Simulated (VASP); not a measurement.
Runs of VASP 6.6.1 on BN. The structure is cubic, space group F-43m (No. 216). Conventional cell: a = 3.584 Å, b = 3.584 Å, c = 3.584 Å, α = 90.00°, β = 90.00°, γ = 90.00°. B (site symmetry -43m) has 4 N at 1.55 Å as nearest neighbours. N (site symmetry -43m) has 4 B at 1.55 Å as nearest neighbours. 

```tsv
task	cell	gap on the mesh (eV)	pressure (GPa)
relaxation of cell and atoms	relaxed	4.37	-0.1
single point	as given	4.37	-0.1
Born charges and dielectric tensor	as given	4.37	-
single point	a relaxed cell with its volume scaled by 1.06	4.30	(a)
```

Alike in all rows: level LDA; potentials or basis VASP PAW LDA potentials, release 64 (B, N); no spin polarisation; k mesh 14 × 14 × 14; cutoff (eV) 520; smearing gaussian 0.02 eV.

**Question.** Fill in the values left out.

**Answer.** (a) -21.1.

Caveats: the relaxation stopped at its first step, so nothing moved (some runs); so large a pressure means that the cell lies far from this level's equilibrium, or that cutoff or potentials fall short (some runs).

A k mesh can miss the band edges.
